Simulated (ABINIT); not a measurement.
Runs of ABINIT 10.8.3 (patched build) on ZrSe2. Symmetry: P-3m1, No. 164, trigonal system. Conventional cell: a = 3.798 Å, b = 3.798 Å, c = 6.192 Å, α = 90.00°, β = 90.00°, γ = 120.00°. Around Zr (site symmetry -3m) lie 6 Se at 2.68 Å. Around Se (site symmetry 3m) lie 3 Zr at 2.68 Å. 

```csv
task,level,potentials or basis,k mesh,gap on the mesh (eV),pressure (GPa),largest force (eV/Å)
single point,LDA,JTH PAW LDA v2.0,6 × 6 × 4,0.29,-3.1,(a)
band structure,HCTH407,JTH PAW PBE v2.0,8 × 8 × 5,0.55,3.1,0.11
band structure,AM05,JTH PAW PBE v2.0,8 × 8 × 5,0.38,-0.9,-
single point,PBEsol,JTH PAW PBE v2.0,6 × 6 × 4,0.32,(b),0.08
band structure,LDA,JTH PAW LDA v2.0,8 × 8 × 5,0.33,-3.2,0.08
```

Alike in all rows: no spin polarisation; cell as given; cutoff (eV) 463; smearing fermi-dirac 0.05 eV.

Estimate the missing entries.

(a) 0.09; (b) -1.1.

Caveats: the PAW data sets were made with another functional, which shifts forces and pressure a little (some runs); this functional lacks dispersion, which binds the layers, so the pressure and a relaxed spacing across them are unreliable (some runs).

A k mesh can miss the band edges, and the runs leave out spin-orbit coupling on Se, Zr.
